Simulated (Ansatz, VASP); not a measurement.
**Si in VASP and in Ansatz**

INCAR

```
SYSTEM = Si
PREC = Accurate
ENCUT = 520
EDIFF = 1E-6
ISMEAR = 0
SIGMA = 0.05
LREAL = .FALSE.
LASPH = .TRUE.
NELM = 60
ALGO = Normal
ISIF = 2
LWAVE = .FALSE.
LCHARG = .TRUE.
GGA = CA
LELF = .TRUE.
LVHAR = .TRUE.
NBANDS = 11
```

File KPOINTS:

```
regular mesh
0
G
  10 10 10
  0 0 0
```

File POSCAR:

```
Si
1.0
    0.0000000000      2.6305553690      2.8936109059
    2.6305553690      0.0000000000      2.8936109059
    2.6305553690      2.6305553690      0.0000000000
Si
2
Direct
    0.5000000000      0.5000000000      0.5000000000
    0.7500000000      0.7500000000      0.7500000000
```

Input for Ansatz:

```yaml
crystal:
  lattice:
    - [0.0, 2.630555369, 2.8936109059]
    - [2.630555369, 0.0, 2.8936109059]
    - [2.630555369, 2.630555369, 0.0]
  atoms:
    - { symbol: Si, position: [0.5, 0.5, 0.5] }
    - { symbol: Si, position: [0.75, 0.75, 0.75] }
basis:
  ecutwfc: 420
kpoints:
  mp_grid: { grid: [10, 10, 10] }
hamiltonian:
  xc: lda
scf:
  occupations: { method: gaussian, width: 0.05 }
output:
  forces: true
  stress: true
  eigenvalues: true
```

Alike in both runs: task single point; functional LDA; k mesh 10 × 10 × 10; occupations gaussian, width 0.05 eV; no spin polarisation.

```csv
,VASP,Ansatz
version,VASP 6.6.1,Ansatz 0.2.0
potentials or method,"VASP PAW LDA potentials, release 64 (Si)","scalar-relativistic, plane waves, PAW"
plane-wave cutoff (eV),520,420
valence electrons in the cell,8,8
```

|  | VASP | Ansatz | Ansatz less VASP |
| --- | --- | --- | --- |
| gap on the k mesh at the Fermi level (eV) | none | none | - |
| pressure (GPa) | -1.7 | -1.8 | -0.04 |
| largest component of the traceless stress (GPa) | 7.03 | 7.03 | -0.004 |

A gap of «none» marks a metal or a gap that the smearing closes.
